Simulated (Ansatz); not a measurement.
Crystal: TiC.

```
Ti C
1.0
     0.00000    2.16572    2.16572
     2.16572    0.00000    2.16572
     2.16572    2.16572    0.00000
Ti C
1 1
Direct
  0.00000 0.00000 0.00000
  0.50000 0.50000 0.50000
```

The cell is a database's computed one.

| Quantity | Value |
| --- | --- |
| Program | Ansatz 0.2.0 |
| Task | relaxation of cell and atoms |
| Functional | revPBE |
| Dispersion | D3(BJ) |
| Potentials or basis | Ansatz PAW |
| Cutoff | 420 eV (not typed: the program's choice for these potentials) |
| k mesh | 11 × 11 × 11 |
| Occupations | fermi-dirac, width 0.05 eV |
| Spin | no spin polarisation |

At the start: volume 10.16 Å³/atom.

Question: How do energy, volume and symmetry change on relaxing?

Answer: It ends after 7 steps and the volume is 9.74 Å³/atom (-4.2 %); space group Fm-3m (No. 225, to 0.05 Å).

The path:
| step | energy change (eV) | largest force (eV/Å) | volume (Å³) |
| --- | --- | --- | --- |
| 1 | 0.0000 | 0.0000 | 20.32 |
| 2 | -0.0293 | 0.0000 | 19.58 |
| 3 | -0.0299 | 0.0000 | 19.47 |
| 4 | -0.0299 | 0.0000 | 19.48 |
| 5 | -0.0287 | 0.0000 | 19.48 |
| 6 | -0.0287 | 0.0000 | 19.47 |
| 7 | -0.0287 | 0.0000 | 19.47 |

Final structure:
```
Ti C
1.0
     0.00000    2.13531    2.13531
     2.13531    0.00000    2.13531
     2.13531    2.13531    0.00000
Ti C
1 1
Direct
  0.00000 0.00000 0.00000
  0.50000 0.50000 0.50000
```

Caveat: the plane-wave basis is chosen anew once the cell has moved, so the energies of steps on either side of that aren't comparable; the PAW data sets come from PBE, with cores solved anew for the run's functional, which leaves a small shift of forces and pressure.
